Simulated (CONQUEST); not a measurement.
**NaI under changes of volume**

One of the cells (33.899 Å³/atom); the others are scaled copies at fixed shape and fractional positions:

```xyz
4
Lattice="4.5770 0.0000 0.0000 0.0000 4.5770 0.0000 0.0000 0.0000 6.4728" Properties=species:S:1:pos:R:3 pbc="T T T"
I     0.0000    0.0000    3.2364
I     2.2885    2.2885    0.0000
Na    0.0000    0.0000    0.0000
Na    2.2885    2.2885    3.2364
```

```yaml
Program: CONQUEST 1.3
Functional: PBE
Potentials_or_basis: PseudoDojo NC PBE, SZP, grid of 48 × 48 × 64 points
k_mesh: 6 × 6 × 4
Occupations: fermi-dirac, width 0.05 eV
Spin: no spin polarisation
```

| volume (Å³/atom) | energy over the lowest point (meV/atom) | pressure (GPa) | gap on the mesh (eV) |
| --- | --- | --- | --- |
| 31.865 | 17.05 | 1.9 | 4.13 |
| 32.543 | 9.99 | 1.4 | 4.05 |
| 33.221 | ? | ? | ? |
| 33.899 | 1.77 | 0.5 | 3.90 |
| 34.577 | 0.16 | 0.2 | 3.83 |
| 35.255 | 0.00 | -0.1 | 3.77 |
| 35.933 | 1.10 | -0.4 | 3.71 |

Problem. What does the run at 33.221 Å³/atom give?

Solution. Energy over the lowest point 4.91 meV/atom; pressure 1.0 GPa; gap on the mesh 3.97 eV.

Worked out: A Birch-Murnaghan fit of order 3 (a polynomial in V^(-2/3)) to the other rows has its minimum at 35.00 Å³/atom with B0 = V·E''(V) = 16.2 GPa and B' = 5.1. It gives 4.97 meV/atom at 33.221 Å³/atom, against the run's 4.91, and -dE/dV = 1.0 GPa, against 1.0. A straight line through the other rows of the gap, of slope -3.51 eV per unit of ln V, gives 3.98 eV, against the run's 3.97.

Energies are extrapolated to zero smearing.

Caveats: the atomic basis is small; spin-orbit coupling is left out, which moves the levels of the heavy elements; the basis of atomic orbitals isn't converged, which shifts pressures, moduli and gaps; the real-space grid breaks the cell's symmetry a little (some runs).

A mesh can miss the band edges.
